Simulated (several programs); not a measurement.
BaTiO3 (started from an entry of an open crystallographic database), relaxed with r2SCAN in Ansatz, was computed with several methods. The symmetry is Pm-3m (No. 221, cubic); a = 3.994 Å in the conventional setting, 12.74 Å³ an atom. Ba has 12 O at 2.82 Å; Ti has 6 O at 2.00 Å; O has 2 Ti at 2.00 Å and 4 Ba at 2.82 Å. (Simulation; spin polarisation is off.)

```cif
data_structure
_symmetry_space_group_name_H-M 'Pm-3m'
_symmetry_Int_Tables_number 221
_cell_length_a 3.9941
_cell_length_b 3.9941
_cell_length_c 3.9941
_cell_angle_alpha 90.000
_cell_angle_beta 90.000
_cell_angle_gamma 90.000
_cell_volume 63.72
loop_
_atom_site_label
_atom_site_type_symbol
_atom_site_symmetry_multiplicity
_atom_site_Wyckoff_symbol
_atom_site_fract_x
_atom_site_fract_y
_atom_site_fract_z
_atom_site_occupancy
Ba1 Ba 1 b 0.50000 0.50000 0.50000 1
Ti1 Ti 1 a 0.00000 0.00000 0.00000 1
O1 O 3 d 0.50000 0.00000 0.00000 1
```

Gaps and times are for a single point on this cell; volume and bulk modulus come from each method's own relaxation or energy curve at fixed shape. Times are rough, from shared hosts (AMD EPYC 7R13 Processor; Arm Neoverse V1; NVIDIA H100 80GB HBM3), and each method has its own mesh and cell size. A star marks a curve whose lowest point is an end point. Gaps from k meshes are read at a limited set of points (mesh, symmetry points, PBE's band edges), so each method's own least gap may be somewhat smaller. Minimal bases can be far off for gaps. Times of the plane-wave ladder aren't listed, since it ran on unlike processors and cards. GLLB-SC's gap includes the derivative discontinuity. d marks a direct gap, i an indirect one (no mark: not told apart), a dash a value that wasn't computed or didn't pass its checks.

```
                              method              kind  gap (eV)  own volume (Å³/atom)  bulk modulus (GPa)  atoms computed  processor time
                              PBEsol         semilocal         –                 12.51                   –               5               –
light PBE (260 eV and a coarse mesh)  light plane-wave    1.41 i                     –                   –               5          0.97 s
                                 LDA         semilocal    1.74 i                 12.18                   –               5               –
                                 PBE         semilocal    1.82 i                 12.99                 163               5               –
                              r2SCAN         semilocal    2.17 i                 12.74                 181               5               –
                      PBE/SZV (CP2K)       small basis    1.24 d                13.89*                149*               5            14 s
                      GLLB-SC (GPAW)   model potential      3.58                     –                   –               5            16 s
                     PBE/DZVP (CP2K)       small basis    1.68 i                 13.13                 164               5            40 s
                             PBE+SOC         semilocal    1.81 i                     –                   –               5               –
                               HSE06            hybrid    3.21 i                     –                   –               5               –
                             r2SCAN0            hybrid    4.24 i                     –                   –               5               –
```

Question: How far from the measured values lie the methods that can be set against them?

Answer:
- Volume, measured 12.89 Å³ an atom: PBEsol -2.9 %, LDA -5.5 %, PBE +0.8 %, r2SCAN -1.1 %, PBE/DZVP (CP2K) +1.9 %.
The calculations are for a static lattice; samples hold vibrations, temperature and, in optical gaps, excitons. A measured value is shown where most reports agree with it, and only for the quantities listed. Sources: 12.89 Å³ an atom (from the lattice constants; a of paraelectric cubic phase; “Pyrocatalysis—The DCF assay as a pH-robust tool to determine the oxidation capability of thermally excited pyroelectric powders”; minority cubic phase (25 wt%) in mixed-phase powder, coexisting with tetragonal phase; overlapping peaks in two-phase Rietveld refinement; 2020; pmc:7004307).

Only the rows marked +SOC include spin-orbit coupling.
